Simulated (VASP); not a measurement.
# Ge (P-1) in VASP: a series of runs

The runs below take Ge through atomic charges, electron localisation function, with PBE.

Everything below comes from runs of VASP 6.6.1. Logs are shortened: lines on timing, memory, paths and dates and some standing lists are left out, and cuts for length are marked.

## (1) The cell of the first run

The typed cell holds 2 atoms: a = 2.968 Å, b = 2.968 Å, c = 4.197 Å, α = 90.00°, β = 90.00°, γ = 90.00°.

This isn't the form of Ge at room conditions, which is diamond.

## (2) Atomic charges, PBE (a zone-boundary wave of random shape, sigma 0.15 Å)

File INCAR:

```
ALGO     = Normal         # electronic algorithm
EDIFF    = 1E-6           # SCF threshold, eV
ENCUT    = 520            # plane-wave cutoff, eV
GGA      = PE             # functional
ISIF     = 2              # what is computed and relaxed
ISMEAR   = 0              # smearing method
LASPH    = T              # aspherical terms in the spheres
LCHARG   = F              # write CHGCAR
LORBIT   = 11             # projections on sites
LREAL    = F              # projectors in reciprocal space
LWAVE    = F              # write WAVECAR
NELM     = 60             # most SCF steps
PREC     = Accurate       # precision mode
SIGMA    = 0.02           # smearing width, eV
```

File KPOINTS:

```
k-points
0
Gamma
  9 9 6
```

File POSCAR:

```
Ge
1.0
    0.0000000000     -2.0983605200     -2.0983605200
    0.0000000000      2.0983605200     -2.0983605200
    4.1967210500      0.0000000000      0.0000000000
Ge
2
Direct
    0.5554013700      0.4948906800      0.5484903900
    0.9445986300      0.0051093200      0.9515096100
```

Potentials or basis: VASP PAW PBE potentials, release 64 (Ge_d).

Launch:

```bash
$ cat potpaw_PBE.64/Ge_d/POTCAR > POTCAR
$ mpirun -np 1 vasp_std > vasp.out
```

OUTCAR:

```text
EDIFF = 1E-6
   ENCUT = 520
   GGA = PE
   ISIF = 2
   ISMEAR = 0
   LASPH = T
   LORBIT = 11
   LREAL = F
   NELM = 60
   PREC = Accurate

 ion  position               nearest neighbor table
   1  0.555  0.495  0.548-   2 2.51   2 2.55   2 2.87   2 2.90
   2  0.945  0.005  0.952-   1 2.51   1 2.55   1 2.87   1 2.90

  LATTYP: Found a simple tetragonal cell.
 ALAT       =     2.9675299061
 C/A-ratio  =     1.4142135657

  Lattice vectors:

 A1 = (   0.0000000000,  -2.0983605200,  -2.0983605200)
 A2 = (   0.0000000000,   2.0983605200,  -2.0983605200)
 A3 = (   4.1967210500,   0.0000000000,   0.0000000000)

Analysis of symmetry for initial positions (statically):
=====================================================================
 Subroutine PRICEL returns:
 Original cell was already a primitive cell.

 Routine SETGRP: Setting up the symmetry group for a
 simple tetragonal supercell.

 Subroutine GETGRP returns: Found  2 space group operations
 (whereof  1 operations were pure point group operations)
 out of a pool of 16 trial point group operations.

The static configuration has the point symmetry C_1 .
 The point group associated with its full space group is S_2 .

Analysis of symmetry for dynamics (positions and initial velocities):
=====================================================================
 Subroutine PRICEL returns:
 Original cell was already a primitive cell.

 Routine SETGRP: Setting up the symmetry group for a
 simple tetragonal supercell.

 Subroutine GETGRP returns: Found  2 space group operations
 (whereof  1 operations were pure point group operations)
 out of a pool of 16 trial point group operations.

The dynamic configuration has the point symmetry C_1 .
 The point group associated with its full space group is S_2 .

 Subroutine INISYM returns: Found  2 space group operations
 (whereof  1 operations are pure point group operations),
 and found     1 'primitive' translations

----------------------------------------------------------------------------------------

                                     Primitive cell

  volume of cell :      36.9573

  direct lattice vectors                    reciprocal lattice vectors
     0.000000000 -2.098360520 -2.098360520     0.000000000 -0.238281265 -0.238281265
     0.000000000  2.098360520 -2.098360520     0.000000000  0.238281265 -0.238281265
     4.196721050  0.000000000  0.000000000     0.238281265  0.000000000  0.000000000

[... 89 lines left out ...]
   ISIF   =      2    stress and relaxation
   ISYM   =      2    0-nonsym 1-usesym 2-fastsym
   POTIM  = 0.5000    time-step for ionic-motion
   TEBEG  =    0.0;   TEEND  =   0.0 temperature during run
   PSTRESS=    0.0 pullay stress
   NELECT =      28.0000    total number of electrons
   NUPDOWN=      -1.0000    fix difference up-down
   EMIN   =  10.00;   EMAX   =-10.00  energy-range for DOS
   EFERMI =   0.00;   METHOD = LEGACY
   ISMEAR =     0;   SIGMA  =   0.02  broadening in eV -4-tet -1-fermi 0-gaus
   EFERMI_NEDOS =   21; number of points for ismear=-14 and -15
   IALGO  =     38    algorithm
   IMIX   =      4    mixing-type and parameters
     AMIX     =   0.40;   BMIX     =  1.00
     AMIX_MAG =   1.60;   BMIX_MAG =  1.00
  volume/ion in A,a.u.               =      18.48       124.70
  Fermi-wavevector in a.u.,A,eV,Ry     =   1.492430  2.820284 30.304914  2.227348
  Thomas-Fermi vector in A             =   2.604959
   LORBIT       =     11    0 simple, 1 ext, 2 COOP (PROOUT), +10 PAW based schemes
   GGA     = PE    functional components
   LHFCALC =     F    Hartree Fock is set to
   AEXX    =    0.0000 exact exchange contribution
   IVDW    =     0    specifies the selected vdW correction
   LEPSILON=     F    determine dielectric tensor
   LRPA    =     F    only Hartree local field effects (RPA)
 non-spin polarized calculation
 Gauss-broadening in eV      SIGMA  =   0.02
  energy-cutoff  :      520.00
  volume of cell :       36.96
 maximum number of plane-waves:      1013
 NGX is ok and might be reduce to    24
   NGX = 11   NGY = 11   NGZ = 15

 number of electron      28.0000007 magnetization

 Free energy of the ion-electron system (eV)
  ---------------------------------------------------
  ext. energy  EPLUGINS =         0.00000000
  ---------------------------------------------------
  free energy    TOTEN  =        -8.10865174 eV

  energy without entropy =       -8.10842693  energy(sigma->0) =       -8.10853933

 E-fermi :   7.0506     XC(G=0): -11.3213

 val. band max:        7.0469512816   @ k =  -0.4444  -0.4444   0.3333
 cond. band min:       7.0511314832   @ k =  -0.4444  -0.2222   0.1667
 fundamental gap:      0.0041802016
 Fermi energy:         7.0506447559

 k-point     1 :       0.0000    0.0000    0.0000
  band No.  band energies     occupation
      1     -17.8872      2.00000
      2     -17.8547      2.00000
      3     -17.8341      2.00000
      4     -17.8282      2.00000
      5     -17.7464      2.00000
      6     -17.7401      2.00000
[... 481 lines left out ...]
      5     -17.7851      2.00000
      6     -17.7215      2.00000
[... 10 lines left out ...]
     17      12.5812      0.00000
     18      13.2906      0.00000

 [... further k-points ...]

------------------------ aborting loop because EDIFF is reached ----------------------------------------

  FORCE on cell =-STRESS in cart. coord.  units (eV):
  Direction    XX          YY          ZZ          XY          YZ          ZX
  --------------------------------------------------------------------------------------
  -------------------------------------------------------------------------------------
  Total        3.1718592      1.8275181      1.7704182     -0.8865789     -0.2699057     -0.7080590
  in kB      137.5068005     79.2267710     76.7513695    -38.4350671    -11.7009806    -30.6958556
  external PRESSURE =      97.8283137 kB  Pullay stress =       0.0000000 kB

 VOLUME and BASIS-vectors are now :
 -----------------------------------------------------------------------------
  energy-cutoff  :      520.00
  volume of cell :       36.96
      direct lattice vectors                 reciprocal lattice vectors
     0.000000000 -2.098360520 -2.098360520     0.000000000 -0.238281265 -0.238281265
     0.000000000  2.098360520 -2.098360520     0.000000000  0.238281265 -0.238281265
     4.196721050  0.000000000  0.000000000     0.238281265  0.000000000  0.000000000

 POSITION                                       TOTAL-FORCE (eV/Angst)
 -----------------------------------------------------------------------------------
      2.30186     -0.12697     -2.20389        -1.606883      0.324518      0.251116
      3.99322     -1.97139     -1.99283         1.606883     -0.324518     -0.251116
 -----------------------------------------------------------------------------------
    total drift:                                0.000000     -0.000000      0.000000

  FREE ENERGIE OF THE ION-ELECTRON SYSTEM (eV)
  ---------------------------------------------------
  free  energy   TOTEN  =        -8.1086517371 eV

  energy  without entropy=       -8.1084269325  energy(sigma->0) =       -8.10853933

 total charge

# of ion       s       p       d       tot
------------------------------------------
    1        1.265   0.977  10.040  12.282
    2        1.265   0.977  10.040  12.282
--------------------------------------------------
tot          2.529   1.954  20.081  24.564
```

OSZICAR:

```text
N       E                     dE             d eps       ncg     rms          rms(c)
DAV:   1     0.148292795569E+03    0.14829E+03   -0.14209E+04  9054   0.441E+03
DAV:   2     0.887704092047E+01   -0.13942E+03   -0.13735E+03  8786   0.508E+02
DAV:   3    -0.769482125024E+01   -0.16572E+02   -0.16396E+02  9656   0.134E+02
DAV:   4    -0.814172534840E+01   -0.44690E+00   -0.44549E+00 10066   0.254E+01
DAV:   5    -0.814880955688E+01   -0.70842E-02   -0.70827E-02  9664   0.319E+00    0.209E+00
DAV:   6    -0.812089696812E+01    0.27913E-01   -0.24453E-02 11394   0.234E+00    0.119E+00
DAV:   7    -0.810893742142E+01    0.11960E-01   -0.25294E-02 11168   0.202E+00    0.125E-01
DAV:   8    -0.810865851287E+01    0.27891E-03   -0.44183E-03 10612   0.104E+00    0.360E-02
DAV:   9    -0.810865150008E+01    0.70128E-05   -0.32023E-04 11174   0.288E-01    0.285E-02
DAV:  10    -0.810865080419E+01    0.69588E-06   -0.36727E-05 11150   0.960E-02    0.445E-03
DAV:  11    -0.810865173709E+01   -0.93290E-06   -0.30200E-06  7544   0.263E-02
   1 F= -.81086517E+01 E0= -.81085393E+01  d E =-.224805E-03
```

stdout:

```text
POSCAR found type information on POSCAR Ge
 POSCAR found :  1 types and       2 ions
 scaLAPACK will be used
 LDA part: xc-table for (Slater+PW92), standard interpolation
 POSCAR, INCAR and KPOINTS ok, starting setup
 FFT: planning ... GRIDC
 FFT: planning ... GRID_SOFT
 FFT: planning ... GRID
 WAVECAR not read
 entering main loop
```

Wall time 51 s (1 thread of Intel Xeon Platinum 8488C (Sapphire Rapids), shared host); peak memory 0.24 GiB.

Results:

```yaml
Free_energy: -8.1087 eV
Pressure: 9.8 GPa
Largest_force: 1.658 eV/Å
Band_gap_on_the_k_mesh: none (metal or under the smearing width)
Valence_electrons_inside_the_program's_atomic_spheres: Ge 12.28
```

Forces on the atoms (eV/Å):
```
Ge  -1.607  0.325  0.251
Ge   1.607 -0.325 -0.251
```

Levels at points of the mesh, in eV from the Fermi level:
| k point | band 10 | band 11 | band 12 | band 13 | band 14 | band 15 | band 16 | band 17 | band 18 |
| --- | --- | --- | --- | --- | --- | --- | --- | --- | --- |
| (0.00, 0.00, 0.00) | -24.66 | -13.87 | -5.41 | -4.06 | 2.12 | 2.53 | 5.10 | 6.13 | 9.48 |
| (0.00, 0.00, 0.50) | -24.67 | -12.89 | -9.83 | 2.84 | 3.10 | 4.00 | 4.42 | 6.27 | 6.46 |

Caveat: forces of over 1 eV/Å show positions far from the minimum, so gaps and moduli don't describe the material at rest.

## (3) Electron localisation function, PBE (a zone-boundary wave of random shape, sigma 0.15 Å)

File INCAR:

```
  PREC = Accurate
  ENCUT = 520
  EDIFF = 1E-7
  ISMEAR = 0
  SIGMA = 0.02
  LREAL = False
  LASPH = True
  NELM = 80
  ALGO = Normal
  ISIF = 2
  LWAVE = False
  LCHARG = True
  GGA = PE
  LELF = True
```

File KPOINTS:

```
regular mesh
0
Gamma
  9 9 6
```

POSCAR is that of step 2.

Potentials or basis: VASP PAW PBE potentials, release 64 (Ge_d).

Launch:

```bash
$ cat potpaw_PBE.64/Ge_d/POTCAR > POTCAR
$ mpirun -np 1 vasp_std > vasp.out
```

It took 68 s on 1 thread of Intel Xeon Platinum 8488C (Sapphire Rapids), shared host; peak memory 0.25 GiB.

It converged, with:

| Property | Result |
| --- | --- |
| Free energy | -8.1087 eV |
| Pressure | 10.0 GPa |
| Largest force | 1.659 eV/Å |
| Band gap on the k mesh | none (metal or under the smearing width) |

Forces on the atoms (eV/Å):
```
Ge  -1.607  0.325  0.251
Ge   1.607 -0.325 -0.251
```

Stress tensor (GPa, compression positive):
```
13.98 -3.85 -3.07
-3.85  8.15 -1.17
-3.07 -1.17  7.90
```

Levels at points of the mesh, in eV from the Fermi level:
| k point | band 11 | band 12 | band 13 | band 14 | band 15 | band 16 | band 17 | band 18 |
| --- | --- | --- | --- | --- | --- | --- | --- | --- |
| (0.00, 0.00, 0.00) | -13.87 | -5.41 | -4.06 | 2.12 | 2.53 | 5.10 | 6.13 | 9.48 |
| (0.00, 0.00, 0.50) | -12.89 | -9.83 | 2.84 | 3.10 | 4.00 | 4.42 | 6.27 | 6.46 |

Caveat: forces of over 1 eV/Å show positions far from the minimum, so gaps and moduli don't describe the material at rest.
